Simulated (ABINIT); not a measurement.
Sn:

```
Sn
1.0
     0.00000    3.23334    3.23334
     3.23334    0.00000    3.23334
     3.23334    3.23334    0.00000
Sn
2
Direct
  0.75000 0.75000 0.75000
  0.50000 0.50000 0.50000
```

This isn't the form of Sn at room conditions, which is tetragonal (white tin).

Base run:

```yaml
Program: ABINIT 10.8.3 (patched build)
Functional: PBE
Potentials_or_basis: PseudoDojo NC SR PBE v0.5 stringent
Cutoff: 1225 eV
k_mesh: 5 × 5 × 5
Occupations: fermi-dirac, width 0.05 eV
Spin: no spin polarisation
```

Its results: band gap on the k mesh none (metal or under the smearing width); pressure 3.3 GPa.

Problem. The run is repeated on the same cell with these changes: functional from PBE to PBEsol; potentials or basis from PseudoDojo NC SR PBE v0.5 stringent to PseudoDojo NC SR PBEsol v0.4.1 standard; cutoff from 1225 eV to 871 eV; valence electrons from 44 to 28. What comes out?

Solution. Band gap on the k mesh none (metal or under the smearing width); pressure 0.8 GPa.

Not every run made on this cell is shown here.
